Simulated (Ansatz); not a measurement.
Crystal: CO2.

```
O C
1.0
    -1.97473    1.97473    3.01406
     1.97473   -1.97473    3.01406
     1.97473    1.97473   -3.01406
O C
4 2
Direct
  0.87500 0.95980 0.58480
  0.37500 0.29020 0.41520
  0.04020 0.62500 0.91520
  0.70980 0.12500 0.08480
  0.00000 0.00000 0.00000
  0.75000 0.25000 0.50000
```

The cell comes from a database or a generator and needn't be the stable form of this composition.

Base run:

| Quantity | Value |
| --- | --- |
| Program | Ansatz 0.2.0 |
| Functional | HSE06 |
| Potentials or basis | Ansatz PAW |
| Cutoff | 420 eV |
| Density cutoff | 1680 eV |
| k mesh | 6 × 6 × 6 |
| Occupations | fixed |
| Spin | no spin polarisation |

Its results: band gap on the k mesh 9.89 eV, indirect (least direct gap 10.22 eV); largest force 0.684 eV/Å.

Task: The run is repeated on the same cell with these changes: functional from HSE06 to PBE0; level from hse06 to pbe0. What comes out?

Result: Band gap on the k mesh 10.68 eV, indirect (least direct gap 11.00 eV); largest force 0.681 eV/Å.

Caveats: the PAW data sets come from PBE, with cores solved anew for the run's functional, which leaves a small shift of forces and pressure.

Not every run made on this cell is shown here.
